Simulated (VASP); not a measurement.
Crystal: C.

```xyz
8
Lattice="2.5221 0.0000 0.0000 -1.2611 2.1842 0.0000 0.0000 0.0000 8.2371" Properties=species:S:1:pos:R:3 pbc="T T T"
C     1.2611    0.7281    6.9501
C     0.0000    1.4561    2.8315
C     1.2611    0.7281    5.4056
C     0.0000    1.4561    1.2870
C     0.0000    0.0000    7.4649
C     0.0000    0.0000    3.3463
C     0.0000    0.0000    4.8908
C     0.0000    0.0000    0.7722
```

This is a hexagonal form of diamond, not graphite.

* Program: VASP 6.6.1
* Task: relaxation of cell and atoms
* Functional: vdW-DF2
* Potentials or basis: VASP PAW PBE potentials, release 64 (C)
* Cutoff: 600 eV
* k mesh: 12 × 12 × 4
* Occupations: fermi-dirac, width 0.05 eV
* Spin: no spin polarisation

At the start: pressure 14.0 GPa; volume 5.67 Å³/atom.

Where does the relaxation end?

Over 8 steps the energy falls by 10.5 meV/atom and the volume is 5.86 Å³/atom (+3.3 %); space group P6_3/mmc (No. 194, to 0.05 Å).

Step by step:
```
step  energy change (eV)  largest force (eV/Å)  pressure (GPa)  volume (Å³)
   1              0.0000                0.3599           14.02        45.38
   2              0.0253                0.5465          -13.84        48.71
   3             -0.0840                0.0943            0.08        46.88
   4             -0.0840                0.0855            0.34        46.85
   5             -0.0838                0.1309           -0.20        46.92
   6             -0.0844                0.0181            0.12        46.88
   7             -0.0844                0.0208           -0.12        46.91
   8             -0.0844                0.0004            0.00        46.89
```

Final structure:
```
C
1.0
     2.54135    0.00000    0.00000
    -1.27067    2.20087    0.00000
     0.00000    0.00000    8.38385
C
8
Direct
  0.66667 0.33333 0.84453
  0.33333 0.66667 0.34453
  0.66667 0.33333 0.65547
  0.33333 0.66667 0.15547
  0.00000 0.00000 0.90705
  0.00000 0.00000 0.40705
  0.00000 0.00000 0.59295
  0.00000 0.00000 0.09295
```

Caveat: the PAW data sets were made with another functional, which shifts forces and pressure a little.
